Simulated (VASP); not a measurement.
## A VASP 6.6.1 single-point calculation on SrTiO3

INCAR

```
NBANDS = 28
GGA = PE
LDAUJ = 0 0 0
LASPH = .TRUE.
LWAVE = .FALSE.
LDAUTYPE = 2
ISMEAR = -1
EDIFF = 1E-7
NSW = 0
IBRION = -1
SIGMA = 0.02
LDAUU = 0 6.0 0
LREAL = .FALSE.
LMAXMIX = 4
LDAUL = -1 2 -1
ISIF = 2
PREC = Accurate
LCHARG = .FALSE.
NELM = 55
ENCUT = 520
LDAU = .TRUE.
```

KPOINTS

```
KPOINTS created by Atomic Simulation Environment
0
Gamma
6 6 6
0 0 0
```

POSCAR

```
Sr Ti O
 1.0000000000000000
     4.0631255615999997    0.0000000000000000    0.0000000000000000
     0.0000000000000000    4.0631255615999997    0.0000000000000000
     0.0000000000000000    0.0000000000000000    3.8235624553999998
 Sr  Ti  O
   1   1   3
Cartesian
  0.0000000000000000  0.0000000000000000  0.0000000000000000
  2.0315627807999999  2.0315627807999999  1.9117812277000004
  2.0315627807999999  2.0315627807999999  0.0000000000000000
  2.0315627807999999  0.0000000000000000  1.9117812277000004
  0.0000000000000000  2.0315627807999999  1.9117812277000004
```

The recommended PBE PAW datasets give the neutral cell 40 valence electrons.

Command

```
mpirun -np 1 vasp_std
```

OSZICAR

```
N       E                     dE             d eps       ncg     rms          rms(c)
DAV:   1     0.433208810424E+03    0.43321E+03   -0.21215E+04  2240   0.157E+03
DAV:   2    -0.547465839621E+01   -0.43868E+03   -0.42202E+03  2664   0.433E+02
DAV:   3    -0.460839457862E+02   -0.40609E+02   -0.40355E+02  3112   0.131E+02
DAV:   4    -0.479164721238E+02   -0.18325E+01   -0.18281E+01  3412   0.241E+01
DAV:   5    -0.479710507601E+02   -0.54579E-01   -0.54566E-01  3196   0.327E+00    0.252E+01
DAV:   6    -0.357641191243E+02    0.12207E+02   -0.55630E+01  3336   0.642E+01    0.134E+01
DAV:   7    -0.360517145465E+02   -0.28760E+00   -0.60235E+00  2920   0.127E+01    0.955E+00
DAV:   8    -0.361190635352E+02   -0.67349E-01   -0.19734E+00  2760   0.102E+01    0.309E+00
DAV:   9    -0.360453429188E+02    0.73721E-01   -0.28562E-01  2824   0.418E+00    0.968E-01
DAV:  10    -0.360456658815E+02   -0.32296E-03   -0.92342E-02  3004   0.239E+00    0.273E-01
DAV:  11    -0.360450163191E+02    0.64956E-03   -0.76336E-03  2772   0.610E-01    0.141E-01
DAV:  12    -0.360450362478E+02   -0.19929E-04   -0.34232E-04  2856   0.165E-01    0.839E-02
DAV:  13    -0.360450998602E+02   -0.63612E-04   -0.19273E-04  2660   0.993E-02    0.221E-02
DAV:  14    -0.360450974843E+02    0.23760E-05   -0.42292E-05  2948   0.658E-02    0.121E-02
DAV:  15    -0.360450987970E+02   -0.13127E-05   -0.85722E-06  2708   0.313E-02    0.656E-03
DAV:  16    -0.360450984600E+02    0.33695E-06   -0.13581E-06  3004   0.121E-02    0.358E-03
DAV:  17    -0.360450985137E+02   -0.53641E-07   -0.37337E-07  2316   0.404E-03
   1 F= -.36045099E+02 E0= -.36045099E+02  d E =-.381154E-10
```

From OUTCAR

```
k-points           NKPTS =     40   k-points in BZ     NKDIM =     40   number of bands    NBANDS=     28

   NELECT =      40.0000    total number of electrons

   dimension x,y,z NGX =    30 NGY =   30 NGZ =   28
   dimension x,y,z NGXF=    60 NGYF=   60 NGZF=   56

  energy-cutoff  :      520.00
  volume of cell :       63.12
      direct lattice vectors                 reciprocal lattice vectors
     4.063125562  0.000000000  0.000000000     0.246115948  0.000000000  0.000000000
     0.000000000  4.063125562  0.000000000     0.000000000  0.246115948  0.000000000
     0.000000000  0.000000000  3.823562455     0.000000000  0.000000000  0.261536201

 k-points in reciprocal lattice and weights: KPOINTS created by Atomic Simulation Env
   0.00000000  0.00000000  0.00000000       0.005
   0.16666667  0.00000000  0.00000000       0.019
   0.33333333  0.00000000  0.00000000       0.019
   0.50000000  0.00000000  0.00000000       0.009
   0.16666667  0.16666667  0.00000000       0.019
   0.33333333  0.16666667  0.00000000       0.037
   0.50000000  0.16666667  0.00000000       0.019
   0.33333333  0.33333333  0.00000000       0.019
   ...

 E-fermi :   4.3124

 k-point     1 :       0.0000    0.0000    0.0000
  band No.  band energies     occupation
      1     -54.3924      2.00000
      2     -30.5438      2.00000
      3     -30.5313      2.00000
      4     -30.5313      2.00000
      5     -29.0671      2.00000
      6     -13.4869      2.00000
      7     -12.4736      2.00000
      8     -12.2557      2.00000
      9     -11.0682      2.00000
     10     -11.0682      2.00000
     11     -10.9955      2.00000
     12       0.8517      2.00000
     13       0.8517      2.00000
     14       1.1300      2.00000
     15       2.7464      2.00000
     16       2.7464      2.00000
     17       2.9580      2.00000
     18       3.4266      2.00000
     19       3.4266      2.00000
     20       3.4639      2.00000
     21       6.3918      0.00000
     22       6.4681      0.00000
     23       6.4681      0.00000
     24       7.7800      0.00000
     25       7.9362      0.00000
     26       8.9372      0.00000
     27       9.4803      0.00000
     28       9.6144      0.00000

 k-point     2 :       0.1667    0.0000    0.0000
  band No.  band energies     occupation
      1     -54.3922      2.00000
      2     -30.5435      2.00000
      3     -30.5407      2.00000
      4     -30.5310      2.00000
      5     -29.0623      2.00000
      6     -13.5169      2.00000
      7     -12.4502      2.00000
      8     -12.3024      2.00000
      9     -11.0603      2.00000
     10     -10.9875      2.00000
     11     -10.9006      2.00000
     12       0.6255      2.00000
     13       0.8423      2.00000
     14       1.1397      2.00000
     15       2.5340      2.00000
     16       2.5418      2.00000
     17       2.7193      2.00000
     18       2.7630      2.00000
     19       3.3080      2.00000
     20       3.3391      2.00000
     21       6.5067      0.00000
     22       6.8316      0.00000
     23       6.8815      0.00000
     24       7.8879      0.00000
     25       8.5140      0.00000
     26       9.3343      0.00000
     27       9.8378      0.00000
     28      10.1974      0.00000

 ...

  Total       -1.5945454     -1.5945454      4.2957893      0.0000000      0.0000000      0.0000000
  in kB      -40.4723856    -40.4723856    109.0347368      0.0000000      0.0000000      0.0000000
  external PRESSURE =       9.3633219 kB  Pullay stress =       0.0000000 kB

 POSITION                                       TOTAL-FORCE (eV/Angst)
 -----------------------------------------------------------------------------------
      0.00000      0.00000      0.00000         0.000000      0.000000      0.000000
      2.03156      2.03156      1.91178         0.000000      0.000000      0.000000
      2.03156      2.03156      0.00000         0.000000      0.000000      0.000000
      2.03156      0.00000      1.91178         0.000000      0.000000      0.000000
      0.00000      2.03156      1.91178         0.000000      0.000000      0.000000
 -----------------------------------------------------------------------------------
    total drift:                                0.000000      0.000000     -0.000000

  FREE ENERGIE OF THE ION-ELECTRON SYSTEM (eV)
  ---------------------------------------------------
  free  energy   TOTEN  =       -36.0450985137 eV

  energy  without entropy=      -36.0450985136  energy(sigma->0) =      -36.04509851
```

It converged. Results: gap between bands v and c on the k mesh 2.47 eV; least direct gap on the k mesh 2.93 eV; pressure 0.9 GPa. Band v is the last that the valence electrons fill when counted band by band, and c is the next.

For comparison, a separate PBE run of the intended cell, on usual settings and not on those above, gives a gap of 1.67 eV on its mesh and a pressure of -4.0 GPa.

The run above took about 69 s on one core of a shared host (Intel Xeon Platinum 8488C) and held 0.21 GiB at most.
